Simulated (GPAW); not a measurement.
Here is a GPAW 26.7.0 calculation.

File run.py:

```python
from ase import Atoms
from ase.dft.bandgap import bandgap
from ase.io import write
from ase.units import GPa
from gpaw import GPAW, PW

atoms = Atoms(['Sn', 'Sn'],
              cell=[[-2.9401404553, 2.9401404553, 1.5993019889],
                    [2.9401404553, -2.9401404553, 1.5993019889],
                    [2.9401404553, 2.9401404553, -1.5993019889]],
              scaled_positions=[[0.0, 0.0, 0.0],
                                [0.75, 0.25, 0.5]],
              pbc=True)

calc = GPAW(mode=PW(600),
            xc='PBE',
            kpts={'size': (9, 9, 9), 'gamma': True},
            occupations={'name': 'methfessel-paxton', 'order': 0, 'width': 0.02},
            nbands=24,
            convergence={'density': 1e-05, 'energy': 1e-05},
            maxiter=150,
            txt='gpaw.txt')
atoms.calc = calc
energy = atoms.get_potential_energy()
forces = atoms.get_forces()
stress = atoms.get_stress()
calc.write('gs.gpw')
write('result.traj', atoms)
print(f'Energy: {energy:.6f} eV')
print('Forces (eV/A):')
print(forces.round(4))
print('Stress (GPa):', (stress / GPa).round(3))
print('Fermi level:', round(calc.get_fermi_level(), 4), 'eV')
print(f'Gap: {bandgap(calc)[0]:.4f} eV, direct: {bandgap(calc, direct=True)[0]:.4f} eV')
```

Potentials or basis: GPAW PAW data sets (gpaw-data 1.2.1), pw.

Command:

```sh
$ OMP_NUM_THREADS=1 python run.py
```

(1) What does it give for the pressure?

(2) Estimate the band gap on the k mesh.

Results:

(1) 1.1 GPa.

(2) none (metal or under the smearing width).
